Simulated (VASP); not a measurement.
Set up this calculation in VASP 6.6.1, as the native input.

| Property | Result |
| --- | --- |
| Task | single point |
| Functional | PBE |
| Potentials or basis | VASP PAW PBE potentials, release 64 (Rh_pv) |
| Cutoff | 520 eV |
| k mesh | 10 × 10 × 10 |
| Occupations | gaussian, width 0.05 eV |
| Spin | no spin polarisation |
| Dipole correction | no |
| Further INCAR settings | ALGO = Normal; EDIFF = 1e-06; NBANDS = 14 |

The structure of Rh lies in POSCAR:

```
Rh
1.0
   -1.5541228911      1.5541228911      1.5541228911
    1.5541228911     -1.5541228911      1.5541228911
    1.5541228911      1.5541228911     -1.5541228911
Rh
1
Direct
    0.0000000000      0.0000000000      0.0000000000
```

The cell was built by a generator and needn't be a form met in nature.

One way to write it, as run:

INCAR

```
SYSTEM = Rh
PREC = Accurate
ENCUT = 520
EDIFF = 1E-6
ISMEAR = 0
SIGMA = 0.05
LREAL = .False.
LASPH = .True.
NELM = 100
ALGO = Normal
ISIF = 2
LWAVE = .False.
LCHARG = .False.
GGA = PE
NBANDS = 14
```

KPOINTS

```
Automatic mesh
0
Gamma
  10 10 10
  0 0 0
```

Potentials or basis: VASP PAW PBE potentials, release 64 (Rh_pv).

Run with:

```sh
$ cat potpaw_PBE.64/Rh_pv/POTCAR > POTCAR
$ mpirun -np 1 vasp_std > vasp.out
```

Results of the run:

| Property | Result |
| --- | --- |
| Pressure | -7.8 GPa |
| Band gap on the k mesh | none (metal or under the smearing width) |

Wall time 7.8 s on 1 thread of AMD EPYC 7R13 Processor (Zen 3), with other jobs on the host, peak memory 0.1 GiB.
